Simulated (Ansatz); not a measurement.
Runs of Ansatz 0.2.0 on CdO (Monteponite). Symmetry: Fm-3m, No. 225, cubic system. Conventional cell: a = 4.699 Å, b = 4.699 Å, c = 4.699 Å, α = 90.00°, β = 90.00°, γ = 90.00°. Around Cd (site symmetry m-3m) lie 6 O at 2.35 Å. O (site symmetry m-3m) has 6 Cd at 2.35 Å as nearest neighbours. 

```tsv
task	level	cell	k mesh	cutoff (eV)	smearing	basis error allowed	gap on the mesh (eV)	pressure (GPa)	relaxed volume (Å³/atom)
single point	PBEsol	as given	10 × 10 × 10	306	gaussian 0.1 eV	0.001 eV/atom	none	-0.8	-
relaxation of cell and atoms	PBE	relaxed	10 × 10 × 10	-	fermi-dirac 0.05 eV	0.001 eV/atom	-	0.0	(a)
single point	PBE	as given	7 × 7 × 7	269	fermi-dirac 0.03 eV	0.003 eV/atom	none	6.1	-
single point	PBE	as given	10 × 10 × 10	306	gaussian 0.014 eV	0.001 eV/atom	none	6.1	-
elastic constants	PBEsol	as given	7 × 7 × 7	326	fermi-dirac 0.05 eV	0.001 eV/atom	none	-0.7	-
relaxation of cell and atoms	LDA	relaxed	10 × 10 × 10	-	fermi-dirac 0.05 eV	0.001 eV/atom	-	0.0	12.44
band structure	PBEsol	as given	10 × 10 × 10	306	fermi-dirac 0.05 eV	0.001 eV/atom	-	-0.8	-
single point	PBE	as given	10 × 10 × 10	306	gaussian 0.1 eV	0.001 eV/atom	none	6.1	-
```

Alike in all rows: potentials or basis all-electron LAPW, scalar-relativistic; no spin polarisation.

Question: Fill in the values left out.

Answer: (a) 13.55.

Caveats: this crystal is a semiconductor, whose small gap the functional closes, so the metal is an error of the method (some runs); the k mesh is thin for a metal, which can move the energy by tens of meV per atom (some runs); a metal's response needs a denser mesh (some runs); elastic constants of metals need much finer meshes, so these are rough (some runs).

A k mesh can miss the band edges, and the runs leave out spin-orbit coupling on Cd.

A gap of «none» marks a metal or a gap under the smearing width.

The runs don't all hold the same shells in valence.
